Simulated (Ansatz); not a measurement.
A run of Ansatz 0.2.0:

input.yaml

```yaml
crystal:
  lattice: { a: 4.89106426, b: 4.89106426, c: 4.89106426, alpha: 90.0, beta: 90.0, gamma: 90.0 }
  space_group: 225
  reduce_to_primitive: true
  atoms:
    - { symbol: "Y", wyckoff: "4a", position: [0.0, 0.0, 0.0] }
hamiltonian:
  xc: r2scanh
  pseudopotentials: { kind: paw }
  dispersion: d4
kpoints:
  mp_grid: { grid: [6, 6, 6] }
scf:
  occupations: { method: gaussian, width: 0.05 }
output:
  forces: true
  stress: true
  eigenvalues: true
```

Potentials or basis: Ansatz PAW.

Run with:

```bash
$ ansatz run input.yaml --threads 1 --pin off --max-ram 2560MiB --backend cpu --events-out ev --progress --plain --runs-dir out
```

Hardware: 1 thread of Arm Neoverse V1, on a shared host.

Q: Estimate the wall time of this run.

A: Run time: 18 s on 1 thread of Arm Neoverse V1 (shared host), peak memory 0.92 GiB. Counts: scf iterations 13, plane waves 725, k points 16, bands 10.
